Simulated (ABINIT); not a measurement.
# BaTiO3 in ABINIT: the effect of functional

Crystal: BaTiO3.

```
Ba Ti O
1.0
     4.00600    0.00000    0.00000
     0.00000    4.00600    0.00000
     0.00000    0.00000    4.00600
Ba Ti O
1 1 3
Direct
  0.50000 0.50000 0.50000
  0.00000 0.00000 0.00000
  0.00000 0.00000 0.50000
  0.00000 0.50000 0.00000
  0.50000 0.00000 0.00000
```

Alike in all runs:

```yaml
Program: ABINIT 10.8.3 (patched build)
Task: band structure
Cutoff: 626 eV
k_mesh: 7 × 7 × 7
Occupations: fermi-dirac, width 0.05 eV
Spin: no spin polarisation
```

Problem. One run gave: gap on the mesh 1.77 eV; pressure -3.3 GPa. Which functional did it use?
A. PBE
B. LDA
C. PBEsol

Solution. C.

```csv
functional,potentials or basis,gap on the mesh (eV),pressure (GPa)
PBE,JTH PAW PBE v2.0,1.82,2.8
LDA,JTH PAW LDA v2.0,1.73,-8.1
PBEsol,JTH PAW PBE v2.0,1.77,-3.3
```

Caveats: this set's barium file shifts pressures by 1.5 GPa and gaps by 0.1 eV against other sets; spin-orbit coupling is left out, which moves the levels of the heavy elements; the PAW data sets were made with another functional, which shifts forces and pressure a little (some runs).

A k mesh can miss the band edges.
